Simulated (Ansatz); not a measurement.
## PtSe2: experiment and calculation

**Measured values to compare with.**

“Precise Layer-Dependent Electronic Structure of MBE-Grown PtSe2”, 2021, arxiv:2105.03334 quotes, for a bulk crystal of PtSe2: lattice constant a 3.727 Å.

From a printed reference work, data compilation, for a bulk crystal of PtSe2: lattice constant c 5.0813 Å.

How close the calculation comes is told below.

Level of theory: DFT PBE, scalar-relativistic, plane waves, PAW in Ansatz 0.2.0.

Settings: cutoff 420 eV, Γ-centred mesh 12×12×4 on the computed 3-atom cell, Gaussian smearing of 0.02 eV; no spin polarisation.

Relaxed structure, symmetry kept:

Space group P-3m1 (No. 164). a = 3.752 Å, b = 3.752 Å, c = 6.527 Å, α = 90.00°, β = 90.00°, γ = 120.00°
```tsv
atom	site	symmetry	x	y	z
Pt	1a	-3m.	0.0000	0.0000	0.0000
Se	2d	3m.	0.3333	0.6667	0.2002
```

| Property | Result |
| --- | --- |
| Space group | P-3m1 (No. 164) |
| Volume per atom | 26.52 Å³ |
| Formation energy from the elements' standard states (uncorrected) | -0.398 eV/atom |
| Kohn–Sham band gap | 0.83 eV, indirect from (-0.109, 0.219, 0.000) to (0.000, 0.251, 0.316) |
| Löwdin character of the top 1 eV of the valence band | Se 4p 78 %, Pt 5d 20 % |
| Löwdin character of the lowest 1 eV of the conduction band | Se 4p 63 %, Pt 5d 31 % |
| Electron masses at the edge by Cartesian direction of the standard setting (m_e; degenerate bands sorted by energy; no spin-orbit coupling) | x: 0.38; y: 0.19; z: 0.48 |
| Hole masses at the edge by Cartesian direction of the standard setting (m_e; degenerate bands sorted by energy; no spin-orbit coupling) | x: 0.86; y: 0.89; z: 1.1 |
| Bader charges (e) | Pt (1 in the cell) 0.12, Se (2 in the cell) -0.06 |

Spin-orbit coupling is left out, which matters for the bands of heavy elements. Each cell of PtSe2 holds layers, and where no dispersion correction was added their binding is poorly described.

Measured lattice constant a of PtSe2: 3.727 Å (quoted in the paper above). This calculation gives 3.752 Å (+0.7 %). The measured c of this compound is far from this cell's, so the row may belong to another stacking. Measured lattice constant c of PtSe2: 5.0813 Å (a printed reference work, data compilation). This calculation gives 6.527 Å (+28.4 %). So large a difference can come from the functional (as between layers that it hardly binds), but also from another choice of axes, another phase or a misread value. The calculation is for 0 K without zero-point motion.